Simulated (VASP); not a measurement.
**PbTe in VASP: how settings move the PBEsol single point**

The PBEsol single point of PbTe (zincblende) is repeated with altered inputs. Which of them can be trusted? This is a trial cell built on a prototype, not taken from a measured structure, and it needn't be the compound's ground state.

The runs shown are made with VASP 6.6.1. PAW datasets, plane waves. The cell comes from a prototype generator: it can be a known phase or a hypothetical one. Spin polarisation is off.

## Step 1: The system as given

The cell comes from an earlier relaxation with r2SCAN in another program.

It is cubic, F-43m (No. 216); a = 7.283 Å in the conventional setting, 48.29 Å³ an atom. Near Pb stand 4 Te at 3.15 Å; near Te stand 4 Pb at 3.15 Å.

Structure file:

```cif
data_structure
_symmetry_space_group_name_H-M 'P 1'
_symmetry_Int_Tables_number 1
_cell_length_a 5.1499
_cell_length_b 5.1499
_cell_length_c 5.1499
_cell_angle_alpha 60.000
_cell_angle_beta 60.000
_cell_angle_gamma 60.000
_cell_volume 96.58
loop_
_atom_site_label
_atom_site_type_symbol
_atom_site_fract_x
_atom_site_fract_y
_atom_site_fract_z
_atom_site_occupancy
Pb1 Pb 0.00000 0.00000 0.00000 1
Te1 Te 0.25000 0.25000 0.25000 1
```

## Step 2: Reference

The input, INCAR:

```
ENCUT = 520.000000
SIGMA = 0.010000
EDIFF = 1.00e-07
GGA = PS
PREC = Accurate
IBRION = -1
ISIF = 2
ISMEAR = 0
NBANDS = 17
NELM = 120
NSW = 0
LASPH = .TRUE.
LCHARG = .FALSE.
LWAVE = .FALSE.
LREAL = .FALSE.
```

The input, KPOINTS:

```
KPOINTS created by Atomic Simulation Environment
0
Gamma
6 6 6
0 0 0
```

The input, POSCAR:

```
Pb Te
 1.0000000000000000
     0.0000000000000000    3.6414940559225757    3.6414940559225757
     3.6414940559225757   -0.0000000000000000    3.6414940559225757
     3.6414940559225757    3.6414940559225757   -0.0000000000000000
 Pb  Te
   1   1
Cartesian
 -0.0000000000000000 -0.0000000000000000  0.0000000000000000
  1.8207470279612878  1.8207470279612878  1.8207470279612878
```

A file KPOINTS_OPT adds named points for the levels; it doesn't enter the self-consistent loop.

Potentials: the recommended PBE PAW datasets, 20 valence electrons.

The run is started by

```sh
$ mpirun -np 1 vasp_std
```

The closing lines of the self-consistent loop in OSZICAR:

```text
DAV:  14    -0.768799834264E+01   -0.10804E-06   -0.41692E-07   656   0.593E-03    0.207E-03
DAV:  15    -0.768799844908E+01   -0.10643E-06   -0.12394E-07   442   0.250E-03    0.207E-03
DAV:  16    -0.768799849491E+01   -0.45832E-07   -0.17967E-08   443   0.107E-03
   1 F= -.76879985E+01 E0= -.76879985E+01  d E =-.838808E-13
```

Run time: 44 s. Hardware: 1 MPI rank of Intel Xeon Platinum 8488C, shared host; peak memory 0.27 GiB.

It gives: energy (σ→0) -7.6880 eV, pressure -0.83 GPa, gap on the mesh 0.68 eV.

## Step 3: Altered input 1

Edit INCAR of step 2 so:

```diff
@@ -15 +15,4 @@
 LREAL = .FALSE.
+NELECT = 20.1
+IMIX = 1
+AMIX = 0.2
```

KPOINTS is that of step 2.

POSCAR is that of step 2.

The run is started by

```sh
$ mpirun -np 1 vasp_std
```

Printed to the terminal (iteration lines stand in OSZICAR):

```text
POSCAR found type information on POSCAR PbTe
 POSCAR found :  2 types and       2 ions
 -----------------------------------------------------------------------------
|                                                                             |
|                                                                             |
|     You enforced a specific xc type in the INCAR file but a different       |
|     I HOPE YOU KNOW WHAT YOU ARE DOING!                                     |
|                                                                             |
 -----------------------------------------------------------------------------

 LDA part: xc-table for (Slater+PW92), standard interpolation
 POSCAR, INCAR and KPOINTS ok, starting setup
 FFT: planning ... GRIDC
 FFT: planning ... GRID_SOFT
 FFT: planning ... GRID
 WAVECAR not read
 entering main loop
```

OSZICAR, shortened:

```text
N       E                     dE             d eps       ncg     rms          rms(c)
DAV:   1     0.155569881411E+03    0.15557E+03   -0.86865E+03   544   0.104E+03
DAV:   2     0.416441253856E+01   -0.15141E+03   -0.14689E+03   570   0.278E+02
DAV:   3    -0.724236910452E+01   -0.11407E+02   -0.11363E+02   753   0.847E+01
DAV:   4    -0.756078864575E+01   -0.31842E+00   -0.31831E+00   663   0.176E+01
DAV:   5    -0.757131029012E+01   -0.10522E-01   -0.10522E-01   767   0.259E+00    0.381E+00
DAV:   6    -0.743983393066E+01    0.13148E+00   -0.12156E-01   760   0.199E+00    0.307E+00
DAV:   7    -0.738975656028E+01    0.50077E-01   -0.64930E-02   669   0.119E+00    0.245E+00
DAV:   8    -0.737110550681E+01    0.18651E-01   -0.20602E-02   717   0.618E-01    0.190E+00
DAV:   9    -0.736360621497E+01    0.74993E-02   -0.67410E-03   717   0.321E-01    0.152E+00
DAV:  10    -0.736043118112E+01    0.31750E-02   -0.28029E-03   643   0.196E-01    0.121E+00
[... 26 lines left out ...]
DAV:  37    -0.735838887544E+01   -0.83983E-06   -0.10283E-07   513   0.126E-03    0.475E-03
DAV:  38    -0.735838952362E+01   -0.64818E-06   -0.80483E-08   472   0.113E-03    0.395E-03
DAV:  39    -0.735839002405E+01   -0.50043E-06   -0.62371E-08   463   0.101E-03    0.330E-03
DAV:  40    -0.735839040995E+01   -0.38590E-06   -0.48750E-08   458   0.913E-04    0.276E-03
DAV:  41    -0.735839070721E+01   -0.29726E-06   -0.37507E-08   462   0.798E-04    0.231E-03
DAV:  42    -0.735839093535E+01   -0.22815E-06   -0.29159E-08   446   0.712E-04    0.194E-03
DAV:  43    -0.735839111130E+01   -0.17594E-06   -0.22522E-08   468   0.619E-04    0.163E-03
DAV:  44    -0.735839124556E+01   -0.13427E-06   -0.17485E-08   440   0.550E-04    0.137E-03
DAV:  45    -0.735839134845E+01   -0.10288E-06   -0.13498E-08   448   0.476E-04    0.116E-03
DAV:  46    -0.735839142700E+01   -0.78556E-07   -0.10454E-08   429   0.424E-04
   1 F= -.73583914E+01 E0= -.73582751E+01  d E =-.232670E-03
```

Parts of OUTCAR:

```text
k-points           NKPTS =     16   k-points in BZ     NKDIM =     16   number of bands    NBANDS=     17

   NELECT =      20.1000    total number of electrons

   dimension x,y,z NGX =    40 NGY =   40 NGZ =   40
   dimension x,y,z NGXF=    80 NGYF=   80 NGZF=   80

  energy-cutoff  :      520.00
  volume of cell :       96.58
      direct lattice vectors                 reciprocal lattice vectors
     0.000000000  3.641494056  3.641494056    -0.137306279  0.137306279  0.137306279
     3.641494056  0.000000000  3.641494056     0.137306279 -0.137306279  0.137306279
     3.641494056  3.641494056  0.000000000     0.137306279  0.137306279 -0.137306279

 k-points in reciprocal lattice and weights: KPOINTS created by Atomic Simulation Env
   0.00000000  0.00000000  0.00000000       0.005
   0.16666667  0.00000000  0.00000000       0.037
   0.33333333  0.00000000  0.00000000       0.037
   0.50000000  0.00000000  0.00000000       0.019
   0.16666667  0.16666667  0.00000000       0.028
   0.33333333  0.16666667  0.00000000       0.111
   0.50000000  0.16666667  0.00000000       0.111
  -0.33333333  0.16666667  0.00000000       0.111
[... 8 more k-points ...]

 E-fermi :   3.6057

 k-point     1 :       0.0000    0.0000    0.0000
  band No.  band energies     occupation
      1     -14.1898      2.00000
      2     -14.1898      2.00000
      3     -14.1898      2.00000
      4     -14.1652      2.00000
      5     -14.1652      2.00000
      6      -8.7781      2.00000
      7      -3.6095      2.00000
      8       1.1748      2.00000
      9       1.1748      2.00000
     10       1.1748      2.00000
     11       4.1297      0.00000
     12       4.1297      0.00000
     13       4.1297      0.00000
     14       6.5049      0.00000
     15       9.6479      0.00000
     16       9.6479      0.00000
     17      10.4357      0.00000

 k-point     2 :       0.1667    0.0000    0.0000
  band No.  band energies     occupation
      1     -14.1922      2.00000
      2     -14.1885      2.00000
      3     -14.1885      2.00000
      4     -14.1652      2.00000
      5     -14.1652      2.00000
      6      -8.6371      2.00000
      7      -4.0132      2.00000
      8       1.0055      2.00000
      9       1.0055      2.00000
     10       1.0957      2.00000
     11       4.2942      0.00000
     12       4.4017      0.00000
     13       4.4017      0.00000
     14       7.4180      0.00000
     15       9.0409      0.00000
     16       9.0409      0.00000
     17       9.8962      0.00000

 k-point     3 :       0.3333    0.0000    0.0000
  band No.  band energies     occupation
      1     -14.1972      2.00000
      2     -14.1861      2.00000
      3     -14.1861      2.00000
      4     -14.1648      2.00000
      5     -14.1648      2.00000
      6      -8.2928      2.00000
      7      -4.8052      2.00000
      8       0.7322      2.00000
      9       0.7322      2.00000
     10       0.8080      2.00000
     11       4.8057      0.00000
     12       4.8057      0.00000
     13       5.3413      0.00000
     14       8.1387      0.00000
     15       9.1445      0.00000
     16       9.1445      0.00000
     17      10.1744      0.00000

[... the tables of k-points 4 to 16 left out ...]

  Total        0.2092564      0.2092564      0.2092564     -0.0000000      0.0000000      0.0000000
  in kB        3.4715268      3.4715268      3.4715268     -0.0000000      0.0000000      0.0000000
  external PRESSURE =       3.4715268 kB  Pullay stress =       0.0000000 kB

 POSITION                                       TOTAL-FORCE (eV/Angst)
 -----------------------------------------------------------------------------------
      0.00000      0.00000      0.00000        -0.000000     -0.000000     -0.000000
      1.82075      1.82075      1.82075         0.000000      0.000000      0.000000
 -----------------------------------------------------------------------------------
    total drift:                                0.000000      0.000000      0.000000

  FREE ENERGIE OF THE ION-ELECTRON SYSTEM (eV)
  ---------------------------------------------------
  free  energy   TOTEN  =        -7.3583914270 eV

  energy  without entropy=       -7.3581587573  energy(sigma->0) =       -7.35827509
```

Wall time 2.2 min (1 MPI rank of Intel Xeon Platinum 8488C, shared host); peak memory 0.23 GiB.

Changed: NELECT = 20.1, IMIX = 1, AMIX = 0.2. VASP runs to the end. Its total energy is on another scale than the reference's; the pressure goes from -0.8 to 0.3 GPa. The pressure of a charged cell depends on the background and is no physical response. The cell is charged, with a uniform background to balance it.

## Step 4: Altered input 2

The input, INCAR:

```
ENCUT = 520.000000
SIGMA = 0.010000
GGA = PS
PREC = Accurate
IBRION = -1
ISIF = 2
ISMEAR = 0
NBANDS = 17
NELM = 120
NSW = 0
LCHARG = .FALSE.
LWAVE = .FALSE.
LREAL = .FALSE.
LASPH = .FALSE.
EDIFF = 0.0001
```

KPOINTS is that of step 2.

POSCAR is that of step 2.

The run is started by

```sh
$ mpirun -np 1 vasp_std
```

Printed to the terminal (iteration lines stand in OSZICAR):

```text
POSCAR found type information on POSCAR PbTe
 POSCAR found :  2 types and       2 ions
 -----------------------------------------------------------------------------
|                                                                             |
|                                                                             |
|     You enforced a specific xc type in the INCAR file but a different       |
|     I HOPE YOU KNOW WHAT YOU ARE DOING!                                     |
|                                                                             |
 -----------------------------------------------------------------------------

 LDA part: xc-table for (Slater+PW92), standard interpolation
 POSCAR, INCAR and KPOINTS ok, starting setup
 FFT: planning ... GRIDC
 FFT: planning ... GRID_SOFT
 FFT: planning ... GRID
 WAVECAR not read
 entering main loop
```

OSZICAR:

```text
N       E                     dE             d eps       ncg     rms          rms(c)
DAV:   1     0.154493082364E+03    0.15449E+03   -0.86613E+03   544   0.104E+03
DAV:   2     0.375323000827E+01   -0.15074E+03   -0.14617E+03   570   0.277E+02
DAV:   3    -0.757045576247E+01   -0.11324E+02   -0.11280E+02   753   0.842E+01
DAV:   4    -0.788775800794E+01   -0.31730E+00   -0.31719E+00   663   0.175E+01
DAV:   5    -0.789825540874E+01   -0.10497E-01   -0.10497E-01   767   0.259E+00    0.341E+00
DAV:   6    -0.769324428620E+01    0.20501E+00   -0.49778E-01   748   0.401E+00    0.210E+00
DAV:   7    -0.768512973764E+01    0.81145E-02   -0.10769E-01   577   0.129E+00    0.961E-01
DAV:   8    -0.768700828565E+01   -0.18785E-02   -0.11975E-02   609   0.933E-01    0.197E-01
DAV:   9    -0.768735825239E+01   -0.34997E-03   -0.28122E-03   608   0.373E-01    0.563E-02
DAV:  10    -0.768762207000E+01   -0.26382E-03   -0.52325E-04   597   0.130E-01    0.403E-02
DAV:  11    -0.768777089640E+01   -0.14883E-03   -0.25221E-04   567   0.687E-02    0.312E-02
DAV:  12    -0.768777212495E+01   -0.12285E-05   -0.79963E-06   439   0.189E-02
   1 F= -.76877721E+01 E0= -.76877721E+01  d E =-.383692E-13
```

Parts of OUTCAR:

```text
k-points           NKPTS =     16   k-points in BZ     NKDIM =     16   number of bands    NBANDS=     17

   NELECT =      20.0000    total number of electrons

   dimension x,y,z NGX =    40 NGY =   40 NGZ =   40
   dimension x,y,z NGXF=    80 NGYF=   80 NGZF=   80

  energy-cutoff  :      520.00
  volume of cell :       96.58
      direct lattice vectors                 reciprocal lattice vectors
     0.000000000  3.641494056  3.641494056    -0.137306279  0.137306279  0.137306279
     3.641494056  0.000000000  3.641494056     0.137306279 -0.137306279  0.137306279
     3.641494056  3.641494056  0.000000000     0.137306279  0.137306279 -0.137306279

 k-points in reciprocal lattice and weights: KPOINTS created by Atomic Simulation Env
   0.00000000  0.00000000  0.00000000       0.005
   0.16666667  0.00000000  0.00000000       0.037
   0.33333333  0.00000000  0.00000000       0.037
   0.50000000  0.00000000  0.00000000       0.019
   0.16666667  0.16666667  0.00000000       0.028
   0.33333333  0.16666667  0.00000000       0.111
   0.50000000  0.16666667  0.00000000       0.111
  -0.33333333  0.16666667  0.00000000       0.111
[... 8 more k-points ...]

 E-fermi :   2.5501

 k-point     1 :       0.0000    0.0000    0.0000
  band No.  band energies     occupation
      1     -14.2168      2.00000
      2     -14.2168      2.00000
      3     -14.2168      2.00000
      4     -14.1924      2.00000
      5     -14.1924      2.00000
      6      -8.7528      2.00000
      7      -3.6079      2.00000
      8       1.2026      2.00000
      9       1.2026      2.00000
     10       1.2026      2.00000
     11       4.1518      0.00000
     12       4.1518      0.00000
     13       4.1518      0.00000
     14       6.6246      0.00000
     15       9.6903      0.00000
     16       9.6903      0.00000
     17      10.5240      0.00000

 k-point     2 :       0.1667    0.0000    0.0000
  band No.  band energies     occupation
      1     -14.2192      2.00000
      2     -14.2155      2.00000
      3     -14.2155      2.00000
      4     -14.1923      2.00000
      5     -14.1923      2.00000
      6      -8.6115      2.00000
      7      -4.0109      2.00000
      8       1.0331      2.00000
      9       1.0331      2.00000
     10       1.1253      2.00000
     11       4.3330      0.00000
     12       4.4244      0.00000
     13       4.4244      0.00000
     14       7.5213      0.00000
     15       9.1009      0.00000
     16       9.1009      0.00000
     17      10.0039      0.00000

 k-point     3 :       0.3333    0.0000    0.0000
  band No.  band energies     occupation
      1     -14.2240      2.00000
      2     -14.2132      2.00000
      3     -14.2132      2.00000
      4     -14.1920      2.00000
      5     -14.1920      2.00000
      6      -8.2661      2.00000
      7      -4.8027      2.00000
      8       0.7595      2.00000
      9       0.7595      2.00000
     10       0.8436      2.00000
     11       4.8317      0.00000
     12       4.8317      0.00000
     13       5.3855      0.00000
     14       8.2508      0.00000
     15       9.2043      0.00000
     16       9.2043      0.00000
     17      10.2674      0.00000

[... the tables of k-points 4 to 16 left out ...]

  Total       -0.5096132     -0.5096132     -0.5096132      0.0000000      0.0000000     -0.0000000
  in kB       -8.4543936     -8.4543936     -8.4543936      0.0000000      0.0000000     -0.0000000
  external PRESSURE =      -8.4543936 kB  Pullay stress =       0.0000000 kB

 POSITION                                       TOTAL-FORCE (eV/Angst)
 -----------------------------------------------------------------------------------
      0.00000      0.00000      0.00000         0.000000      0.000000     -0.000000
      1.82075      1.82075      1.82075        -0.000000     -0.000000      0.000000
 -----------------------------------------------------------------------------------
    total drift:                                0.000000      0.000000      0.000000

  FREE ENERGIE OF THE ION-ELECTRON SYSTEM (eV)
  ---------------------------------------------------
  free  energy   TOTEN  =        -7.6877721249 eV

  energy  without entropy=       -7.6877721249  energy(sigma->0) =       -7.68777212
```

Wall time 28 s (1 MPI rank of Intel Xeon Platinum 8488C, shared host); peak memory 0.25 GiB.

Changed: LASPH = .FALSE., EDIFF = 0.0001. The run ends normally. Against the reference the energy moves by +0.1 meV/atom.

## Step 5: All runs together

| run | changed | ending | energy change (meV/atom) | pressure (GPa) | gap on the mesh (eV; negative: overlap) | electronic steps | time | usable |
| --- | --- | --- | --- | --- | --- | --- | --- | --- |
| ref. | – | converged | 0 | -0.8 | 0.68 | 16 | 44 s | yes |
| 1 | NELECT = 20.1, IMIX = 1, AMIX = 0.2 | converged | – | 0.3 | – | 46 | 2.2 min | no |
| 2 | LASPH = .FALSE., EDIFF = 0.0001 | converged | 0.1 | -0.8 | 0.68 | 12 | 28 s | yes |

What this shows: Of 2 altered inputs, 1 ended normally on a faulty or unsound input, 1 gave usable results. «LASPH = .FALSE., EDIFF = 0.0001» moves the energy by 0.1 meV/atom.
